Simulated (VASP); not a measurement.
# Si (P6/mmm) in VASP: a series of runs

The runs below take Si through relaxation of cell and atoms, with PBE, r2SCAN, PBEsol.

Everything below comes from runs of VASP 6.6.1. Logs are shortened: lines on timing, memory, paths and dates and some standing lists are left out, and cuts for length are marked.

### 1 The structure

Symmetry: P6/mmm, No. 191, hexagonal system. The conventional cell has a = 2.621 Å, b = 2.621 Å, c = 2.466 Å, α = 90.00°, β = 90.00°, γ = 120.00°. Si (site symmetry 6/mmm) is surrounded by 8 Si at 2.47 to 2.62 Å.

This isn't the form of Si at room conditions, which is diamond.

### 2 Relaxation of cell and atoms, PBE, target pressure 15.8 GPa, at which the enthalpy is minimised

Input file INCAR:

```
SYSTEM = Si
PREC = Accurate ; ENCUT = 600
EDIFF = 1E-6 ; ISMEAR = 1
SIGMA = 0.1 ; LREAL = .FALSE.
LASPH = .TRUE. ; NELM = 80
ALGO = Normal ; ISIF = 3
LWAVE = .FALSE. ; LCHARG = .FALSE.
GGA = PE ; IBRION = 2
NSW = 90 ; EDIFFG = -0.01
PSTRESS = 158.0
```

Input file KPOINTS:

```
regular mesh
0
G
  18 18 15
  0 0 0
```

Input file POSCAR:

```
Si
1.0
    2.6205428149      0.0000000000      0.0000000000
   -1.3102714075      2.2694566494      0.0000000000
    0.0000000000      0.0000000000      2.4663543900
Si
1
Direct
    0.0000000000      0.0000000000      0.0000000000
```

Potentials or basis: VASP PAW PBE potentials, release 64 (Si).

On the command line:

```console
$ cat potpaw_PBE.64/Si/POTCAR > POTCAR
$ mpirun -np 1 vasp_std > vasp.out
```

OUTCAR:

```text
SYSTEM = Si
   PREC = Accurate
   ENCUT = 600
   EDIFF = 1E-6
   ISMEAR = 1
   LREAL = .FALSE.
   LASPH = .TRUE.
   NELM = 80
   ISIF = 3
   GGA = PE
   IBRION = 2
   NSW = 90
   EDIFFG = -0.01
   PSTRESS = 158.0

 ion  position               nearest neighbor table
   1  0.000  0.000  0.000-

  LATTYP: Found a hexagonal cell.
 ALAT       =     2.6205428149
 C/A-ratio  =     0.9411616463

  Lattice vectors:

 A1 = (   2.6205428149,   0.0000000000,   0.0000000000)
 A2 = (  -1.3102714075,   2.2694566494,   0.0000000000)
 A3 = (   0.0000000000,   0.0000000000,   2.4663543900)

Analysis of symmetry for initial positions (statically):
=====================================================================
 Subroutine PRICEL returns:
 Original cell was already a primitive cell.

 Routine SETGRP: Setting up the symmetry group for a
 hexagonal supercell.

 Subroutine GETGRP returns: Found 24 space group operations
 (whereof 24 operations were pure point group operations)
 out of a pool of 24 trial point group operations.

The static configuration has the point symmetry D_6h.

Analysis of symmetry for dynamics (positions and initial velocities):
=====================================================================
 Subroutine PRICEL returns:
 Original cell was already a primitive cell.

 Routine SETGRP: Setting up the symmetry group for a
 hexagonal supercell.

 Subroutine GETGRP returns: Found 24 space group operations
 (whereof 24 operations were pure point group operations)
 out of a pool of 24 trial point group operations.

The dynamic configuration has the point symmetry D_6h.

 Subroutine INISYM returns: Found 24 space group operations
 (whereof 24 operations are pure point group operations),
 and found     1 'primitive' translations

----------------------------------------------------------------------------------------

                                     Primitive cell

  volume of cell :      14.6679

  direct lattice vectors                    reciprocal lattice vectors
     2.620542815  0.000000000  0.000000000     0.381600329  0.220317053  0.000000000
    -1.310271407  2.269456649  0.000000000     0.000000000  0.440634105  0.000000000
     0.000000000  0.000000000  2.466354390     0.000000000  0.000000000  0.405456736

  length of vectors
     2.620542815  2.620542815  2.466354390     0.440634105  0.440634105  0.405456736

  position of ions in fractional coordinates (direct lattice)
     0.000000000  0.000000000  0.000000000

  ion indices of the primitive-cell ions
   primitive index   ion index
                 1           1

----------------------------------------------------------------------------------------

 KPOINTS: regular mesh

Automatic generation of k-mesh.
 Grid dimensions read from file:
 generate k-points for:   18   18   15

 Generating k-lattice:

  Cartesian coordinates                     Fractional coordinates (reciprocal lattice)
     0.021200018  0.012239836  0.000000000     0.055555556  0.000000000  0.000000000
     0.000000000  0.024479673  0.000000000     0.000000000  0.055555556  0.000000000
     0.000000000  0.000000000  0.027030449     0.000000000  0.000000000  0.066666667

  Length of vectors
     0.024479673  0.024479673  0.027030449

  Shift w.r.t. Gamma in fractional coordinates (k-lattice)
     0.000000000  0.000000000  0.000000000

 Subroutine IBZKPT returns following result:
 ===========================================

 Found    296 irreducible k-points:

 Following reciprocal coordinates:
            Coordinates               Weight
  0.000000  0.000000  0.000000      1.000000
  0.055556  0.000000  0.000000      6.000000
  0.111111  0.000000  0.000000      6.000000
  0.166667  0.000000  0.000000      6.000000
  0.222222  0.000000  0.000000      6.000000
  0.277778  0.000000  0.000000      6.000000
[... 16 lines left out ...]
  0.333333  0.111111  0.000000     12.000000
  0.388889  0.111111  0.000000     12.000000
 [... further k-points ...]
   k-points           NKPTS =    296   k-points in BZ     NKDIM =    296   number of bands    NBANDS=      6
   number of dos      NEDOS =    301   number of ions     NIONS =      1
   total plane-waves  NPLWV =  11520
   dimension x,y,z NGX =    24 NGY =   24 NGZ =   20
   dimension x,y,z NGXF=    48 NGYF=   48 NGZF=   40
   ions per type =               1
   NGX,Y,Z   is equivalent  to a cutoff of  15.23, 15.23, 13.48 a.u.
   NGXF,Y,Z  is equivalent  to a cutoff of  30.45, 30.45, 26.96 a.u.
 SYSTEM =  Si
   PREC   = accura    normal or accurate (medium, high low for compatibility)
   ISTART =      0    job   : 0-new  1-cont  2-samecut
   ICHARG =      2    charge: 1-file 2-atom 10-const
   ISPIN  =      1    spin polarized calculation?
   LNONCOLLINEAR =      F non collinear calculations
   LSORBIT =      F    spin-orbit coupling
   LASPH  =      T    aspherical Exc in radial PAW
   ENCUT  =  600.0 eV  44.10 Ry    6.64 a.u.   5.23  5.23  4.93*2*pi/ulx,y,z
   NELM   =     80;   NELMIN=  2; NELMDL= -5     # of ELM steps
   EDIFF  = 0.1E-05   stopping-criterion for ELM
   LREAL  =      F    real-space projection
   EDIFFG = -.1E-01   stopping-criterion for IOM
   NSW    =     90    number of steps for IOM
   IBRION =      2    ionic relax: 0-MD 1-quasi-New 2-CG
   NFREE  =      1    steps in history (QN), initial steepest desc. (CG)
   ISIF   =      3    stress and relaxation
   ISYM   =      2    0-nonsym 1-usesym 2-fastsym
   POTIM  = 0.5000    time-step for ionic-motion
   TEBEG  =    0.0;   TEEND  =   0.0 temperature during run
   PSTRESS=  158.0 pullay stress
   NELECT =       4.0000    total number of electrons
   NUPDOWN=      -1.0000    fix difference up-down
   EMIN   =  10.00;   EMAX   =-10.00  energy-range for DOS
   EFERMI =   0.00;   METHOD = LEGACY
   ISMEAR =     1;   SIGMA  =   0.10  broadening in eV -4-tet -1-fermi 0-gaus
   EFERMI_NEDOS =   21; number of points for ismear=-14 and -15
   IALGO  =     38    algorithm
   IMIX   =      4    mixing-type and parameters
     AMIX     =   0.40;   BMIX     =  1.00
     AMIX_MAG =   1.60;   BMIX_MAG =  1.00
  volume/ion in A,a.u.               =      14.67        98.98
  Fermi-wavevector in a.u.,A,eV,Ry     =   1.061627  2.006184 15.334472  1.127052
  Thomas-Fermi vector in A             =   2.197050
   LORBIT       =      0    0 simple, 1 ext, 2 COOP (PROOUT), +10 PAW based schemes
   GGA     = PE    functional components
   LHFCALC =     F    Hartree Fock is set to
   AEXX    =    0.0000 exact exchange contribution
   IVDW    =     0    specifies the selected vdW correction
   LEPSILON=     F    determine dielectric tensor
   LRPA    =     F    only Hartree local field effects (RPA)
 conjugate gradient relaxation of ions
 non-spin polarized calculation
 Methfessel and Paxton  Order N= 1 SIGMA  =   0.10
  energy-cutoff  :      600.00
  volume of cell :       14.67
 maximum number of plane-waves:       498
 NGX is ok and might be reduce to    24
   NGX = 11   NGY = 11   NGZ =  9

--------------------------------------- Ionic step        1  -------------------------------------------

 number of electron       4.0000000 magnetization

 Free energy of the ion-electron system (eV)
  ---------------------------------------------------
  ext. energy  EPLUGINS =         0.00000000
  ---------------------------------------------------
  free energy    TOTEN  =        -5.11275649 eV

  energy without entropy =       -5.11276503  energy(sigma->0) =       -5.11275933

 E-fermi :   9.7295     XC(G=0): -11.0688

 val. band max:        9.7097545214   @ k =   0.2778   0.2222   0.2667
 cond. band min:       9.7300215382   @ k =   0.3889   0.1667   0.0000
 fundamental gap:      0.0202670169
 Fermi energy:         9.7294515665

 k-point     1 :       0.0000    0.0000    0.0000
  band No.  band energies     occupation
      1      -4.4465      2.00000
      2      17.1944      0.00000
      3      17.7024      0.00000
      4      20.0704      0.00000
      5      20.0704      0.00000
      6      21.9742      0.00000

 k-point     2 :       0.0556    0.0000    0.0000
  band No.  band energies     occupation
      1      -4.3597      2.00000
      2      16.8680      0.00000
      3      17.7752      0.00000
      4      19.4302      0.00000
      5      19.4365      0.00000
      6      22.0180      0.00000
[... 337 lines left out ...]
  FREE ENERGIE OF THE ION-ELECTRON SYSTEM (eV)
  ---------------------------------------------------
  free  energy   TOTEN  =        -5.0437017955 eV

  energy  without entropy=       -5.0437817834  energy(sigma->0) =       -5.04372846

  enthalpy is  TOTEN    =        -3.7185786400 eV   P V=        1.3251231555

--------------------------------------- Ionic step        5  -------------------------------------------

 number of electron       4.0000000 magnetization

 Free energy of the ion-electron system (eV)
  ---------------------------------------------------
  ext. energy  EPLUGINS =         0.00000000
  ---------------------------------------------------
  free energy    TOTEN  =        -5.04380536 eV

  energy without entropy =       -5.04383927  energy(sigma->0) =       -5.04381666

 E-fermi :  10.9462     XC(G=0): -11.4275

 val. band max:       10.9269223967   @ k =   0.2778   0.0000   0.0667
 cond. band min:      10.9972714997   @ k =   0.3889   0.1667   0.0667
 fundamental gap:      0.0703491030
 Fermi energy:        10.9462038462

 k-point     1 :       0.0000    0.0000    0.0000
  band No.  band energies     occupation
      1      -4.0798      2.00000
      2      18.3793      0.00000
      3      19.3609      0.00000
      4      22.3299      0.00000
      5      22.3299      0.00000
      6      23.5545      0.00000

 k-point     2 :       0.0556    0.0000    0.0000
  band No.  band energies     occupation
      1      -3.9874      2.00000
      2      18.1370      0.00000
      3      19.4382      0.00000
      4      21.2859      0.00000
      5      21.4694      0.00000
      6      23.8384      0.00000
[... 220 lines left out ...]
 POSITION                                       TOTAL-FORCE (eV/Angst)
 -----------------------------------------------------------------------------------
      0.00000     -0.00000      0.00000         0.000000      0.000000      0.000000
 -----------------------------------------------------------------------------------
    total drift:                               -0.000000     -0.000000      0.000000

  FREE ENERGIE OF THE ION-ELECTRON SYSTEM (eV)
  ---------------------------------------------------
  free  energy   TOTEN  =        -5.0438053556 eV

  energy  without entropy=       -5.0438392719  energy(sigma->0) =       -5.04381666

  enthalpy is  TOTEN    =        -3.7185876668 eV   P V=        1.3252176888

 reached required accuracy - stopping structural energy minimisation
```

It took 22 s on 1 thread of Intel Xeon 6975P-C (Granite Rapids), shared host; peak memory 0.15 GiB.

Results:

* Free energy: -5.0438 eV
* Relaxed volume: 13.44 Å³/atom
* Relaxed cell: a = 2.541 Å, b = 2.541 Å, c = 2.403 Å, α = 90.00°, β = 90.00°, γ = 120.00°
* Space group after relaxing (to 0.05 Å): P6/mmm (No. 191)
* Energy change on relaxing (the enthalpy is what falls): +69.0 meV/atom
* Ionic steps: 5
* Pressure after relaxing: 15.8 GPa
* Band gap on the k mesh: none (metal or under the smearing width)

The path:
```
step  energy change (eV)  largest force (eV/Å)  pressure (GPa)  volume (Å³)
   1              0.0000                0.0000            3.12        14.67
   2              0.2345                0.0000           33.72        12.34
   3              0.0668                0.0000           15.56        13.46
   4              0.0691                0.0000           15.86        13.44
   5              0.0690                0.0000           15.83        13.44
```

Final structure:
```
Si
1.0
     2.54129    0.00000    0.00000
    -1.27064    2.20082    0.00000
     0.00000    0.00000    2.40272
Si
1
Direct
  0.00000 0.00000 0.00000
```

Levels at points of the mesh, in eV from the Fermi level:
| k point | band 1 | band 2 | band 3 | band 4 | band 5 | band 6 |
| --- | --- | --- | --- | --- | --- | --- |
| (0.00, 0.00, 0.00) | -15.03 | 7.43 | 8.41 | 11.38 | 11.38 | 12.61 |
| (0.50, 0.00, 0.00) | -7.91 | -7.46 | 5.58 | 6.55 | 13.93 | 15.50 |

Caveat: the cell is relaxed towards a set pressure, so the enthalpy falls and the energy may rise.

### 3 Relaxation of cell and atoms, PBE, target pressure 15.8 GPa, at which the enthalpy is minimised

This run uses another cell than the first one, of 13.44 Å³/atom, 0.916 times its volume.

Input file INCAR:

```
SYSTEM = Si
PREC = Accurate ; ENCUT = 600
EDIFF = 1E-7 ; ISMEAR = 1
SIGMA = 0.1 ; LREAL = .FALSE.
LASPH = .TRUE. ; NELM = 80
ALGO = Normal ; ISIF = 3
LWAVE = .FALSE. ; LCHARG = .FALSE.
GGA = PE ; IBRION = 2
NSW = 90 ; EDIFFG = -0.005
PSTRESS = 158.0
```

KPOINTS is that of step 2.

Input file POSCAR:

```
Si                                      
1.0
    2.5412873217     -0.0000000000     -0.0000000000
   -1.2706436609      2.2008193789      0.0000000000
    0.0000000000     -0.0000000000      2.4027165968
  Si            
     1
Direct
     0.0000000000000000    0.0000000000000000    0.0000000000000000
```

Potentials or basis: VASP PAW PBE potentials, release 64 (Si).

On the command line:

```console
$ cat potpaw_PBE.64/Si/POTCAR > POTCAR
$ mpirun -np 1 vasp_std > vasp.out
```

It took 12 s on 1 thread of Intel Xeon 6975P-C (Granite Rapids), shared host; peak memory 0.13 GiB.

It converged, with:

* Free energy: -5.0442 eV
* Relaxed volume: 13.44 Å³/atom
* Relaxed cell: a = 2.542 Å, b = 2.542 Å, c = 2.402 Å, α = 90.00°, β = 90.00°, γ = 120.00°
* Space group after relaxing (to 0.05 Å): P6/mmm (No. 191)
* Energy change on relaxing (the enthalpy is what falls): -0.5 meV/atom
* Ionic steps: 2
* Pressure after relaxing: 15.8 GPa
* Band gap on the k mesh: none (metal or under the smearing width)

Stress tensor (GPa, compression positive):
```
15.74  0.00  0.00
 0.00 15.74  0.00
 0.00  0.00 15.84
```

The path:
```tsv
step	energy change (eV)	largest force (eV/Å)	pressure (GPa)	volume (Å³)
1	0.0000	0.0000	15.83	13.44
2	-0.0005	0.0000	15.77	13.44
```

Final structure:
```xyz
1
Lattice="2.5422 0.0000 0.0000 -1.2711 2.2016 0.0000 0.0000 0.0000 2.4018" Properties=species:S:1:pos:R:3 pbc="T T T"
Si    2.5422    0.0000    0.0000
```

Levels at points of the mesh, in eV from the Fermi level:
```tsv
k point	band 1	band 2	band 3	band 4	band 5	band 6
(0.00, 0.00, 0.00)	-15.02	7.44	8.44	11.37	11.37	12.60
(0.50, 0.00, 0.00)	-7.91	-7.46	5.57	6.54	13.94	15.52
```

Caveat: the cell is relaxed towards a set pressure, so the enthalpy falls and the energy may rise.

(Part 1 of 2 ends here.)
